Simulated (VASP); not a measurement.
**RbCl: G0W0 quasiparticle levels with LDA**

RbCl:

```
Rb Cl
1.0
     0.00000    3.27400    3.27400
     3.27400    0.00000    3.27400
     3.27400    3.27400    0.00000
Rb Cl
1 1
Direct
  0.00000 0.00000 0.00000
  0.50000 0.50000 0.50000
```

```json
{"Program": "VASP 6.6.1", "Task": "G0W0 quasiparticle levels", "Functional": "LDA", "Potentials or basis": "VASP PAW LDA potentials, release 64 (Rb_sv_GW, Cl_GW)", "Cutoff": "500 eV", "k mesh": "4 × 4 × 4", "Occupations": "gaussian, width 0.01 eV", "Spin": "no spin polarisation", "Ladder": "free", "GW scheme": "G0W0", "GW iterations": "1", "Cutoff of the response function": "150", "Frequency points": "50", "Empty bands": "292", "Further INCAR settings": "ALGO = EVGW0; EDIFF = 1e-08; NBANDS = 300"}
```

```json
{
 "Band gap on the k mesh, mean-field level": "4.61 eV, direct",
 "Quasiparticle gap": "7.62 eV",
 "Least direct quasiparticle gap": "7.62 eV"
}
```

Levels at points of the mesh, in eV from the valence-band top:
| k point | band 5 | band 6 | band 7 | band 8 | band 9 | band 10 | band 11 | band 12 |
| --- | --- | --- | --- | --- | --- | --- | --- | --- |
| (0.00, 0.00, 0.00) | -7.86 | 0.00 | 0.00 | 0.00 | 4.61 | 7.71 | 7.71 | 7.71 |
| (0.50, 0.00, 0.00) | -7.83 | -0.95 | -0.37 | -0.37 | 7.39 | 7.69 | 9.97 | 9.97 |
| (0.50, 0.50, 0.00) | -7.97 | -0.34 | -0.10 | -0.10 | 5.83 | 7.77 | 9.36 | 9.90 |

It took 2.5 min on 4 MPI ranks on Intel(R) Xeon(R) Platinum 8488C (Sapphire Rapids) (shared host), peak memory 0.85 GiB a rank.

Caveat: bands, screening cutoff and mesh are small and nothing is extrapolated, so the quasiparticle values aren't converged.
